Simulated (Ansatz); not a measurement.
SiO2: levels along high-symmetry lines

```
Si O
1.0
     0.00000    2.29036    2.29036
     2.29036    0.00000    2.29036
     2.29036    2.29036    0.00000
Si O
1 2
Direct
  0.00000 0.00000 0.00000
  0.25000 0.25000 0.25000
  0.75000 0.75000 0.75000
```

Atom numbers follow the list: Si1, O2, O3.

The structure comes from a relaxation in the same program, started in the fluorite type, and has space group Fm-3m. Whether it is a known phase or the ground state wasn't checked.

All numbers below come from DFT, PBE, all-electron LAPW, scalar-relativistic in Ansatz 0.2.0.

Settings: a Γ-centred 12×12×12 k mesh, Fermi–Dirac smearing of 0.05 eV, basis error target 1 meV/atom, no spin polarisation.

Points in fractions of the reciprocal vectors of this cell: Γ (0, 0, 0), X (0.5, 0, 0.5), U (0.625, 0.25, 0.625), K (0.375, 0.375, 0.75), L (0.5, 0.5, 0.5), W (0.5, 0.25, 0.75). The path joins them by straight lines in the order Γ–X–U–K–Γ–L–W–X; legs that retrace an earlier one aren't tabulated. Energies are in eV from the top of the valence band.

(1) Metal or insulator at this level of theory?

(2) Tabulate bands 12 to 16, counted from the lowest band of the run, along the path.

Results:

(1) An insulator or semiconductor: gap 1.79 eV, indirect from X (0.5, 0, 0.5) to Γ.

(2) 
| k (1/Å) | point | band 12 | band 13 | band 14 | band 15 | band 16 |
| --- | --- | --- | --- | --- | --- | --- |
| 0.00 | Γ | -2.19 | -2.19 | -2.19 | 1.79 | 5.90 |
| 0.34 |  | -4.13 | -1.97 | -1.97 | 2.86 | 5.38 |
| 0.69 |  | -2.94 | -1.53 | -1.53 | 3.10 | 5.58 |
| 1.03 |  | -1.12 | -1.12 | -0.93 | 2.35 | 6.97 |
| 1.37 | X | -0.95 | -0.95 | 0.00 | 2.04 | 7.90 |
| 1.49 |  | -1.05 | -1.01 | -0.02 | 2.18 | 8.03 |
| 1.61 |  | -1.36 | -1.18 | -0.07 | 2.59 | 8.39 |
| 1.74 |  | -1.79 | -1.46 | -0.15 | 3.21 | 8.91 |
| 1.86 | U | -2.31 | -1.81 | -0.27 | 3.94 | 9.48 |
| 2.07 |  | -3.38 | -1.39 | -0.43 | 4.43 | 8.99 |
| 2.28 |  | -4.79 | -1.04 | -0.62 | 4.77 | 8.45 |
| 2.49 |  | -3.38 | -1.39 | -0.43 | 4.43 | 8.99 |
| 2.70 | K | -2.31 | -1.81 | -0.27 | 3.94 | 9.48 |
| 3.06 |  | -3.88 | -3.13 | -0.78 | 5.19 | 9.23 |
| 3.42 |  | -4.47 | -4.40 | -1.39 | 4.53 | 7.24 |
| 3.79 |  | -3.52 | -2.89 | -1.94 | 3.14 | 5.97 |
| 4.15 | Γ | -2.19 | -2.19 | -2.19 | 1.79 | 5.90 |
| 4.45 |  | -2.98 | -2.45 | -2.45 | 2.84 | 6.05 |
| 4.75 |  | -4.08 | -3.12 | -3.12 | 4.38 | 7.01 |
| 5.04 |  | -4.75 | -3.87 | -3.87 | 5.35 | 8.71 |
| 5.34 | L | -4.97 | -4.30 | -4.30 | 5.73 | 9.62 |
| 5.58 |  | -4.99 | -3.39 | -2.97 | 5.58 | 9.53 |
| 5.82 |  | -4.89 | -2.03 | -1.57 | 5.19 | 9.05 |
| 6.07 |  | -4.79 | -1.04 | -0.62 | 4.77 | 8.45 |
| 6.31 | W | -4.74 | -0.69 | -0.29 | 4.60 | 8.19 |
| 6.48 |  | -3.45 | -0.75 | -0.23 | 4.05 | 8.79 |
| 6.65 |  | -2.22 | -0.84 | -0.12 | 3.08 | 8.78 |
| 6.82 |  | -1.30 | -0.92 | -0.03 | 2.32 | 8.15 |
| 7.00 | X | -0.95 | -0.95 | 0.00 | 2.04 | 7.90 |
